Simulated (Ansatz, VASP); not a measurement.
# Two plane-wave programs on Be

```xyz
2
Lattice="2.2030 0.0000 0.0000 -1.1015 1.9078 0.0000 0.0000 0.0000 3.4834" Properties=species:S:1:pos:R:3 pbc="T T T"
Be    0.0000    1.2719    0.8708
Be    1.1015    0.6359    2.6125
```

Alike in both runs: functional LDA; k mesh 21 × 21 × 12; occupations gaussian, width 0.1 eV; no spin polarisation.

Ansatz relaxed the structure, and its values are those at the end. VASP's run is a single point on that final structure, the one shown.

```csv
,VASP,Ansatz
version,VASP 6.6.1,Ansatz 0.2.0
potentials or method,"VASP PAW LDA potentials, release 64 (Be)","scalar-relativistic, plane waves, PAW"
plane-wave cutoff (eV),520,420
valence electrons in the cell,4,4
```

VASP gave:

- gap on the k mesh at the Fermi level (eV): none
- pressure (GPa): 4.7

**Question.** Which values does Ansatz return?

**Answer.** gap on the k mesh at the Fermi level (eV): none; pressure (GPa): 4.2.

A gap of «none» marks a metal or a gap that the smearing closes.
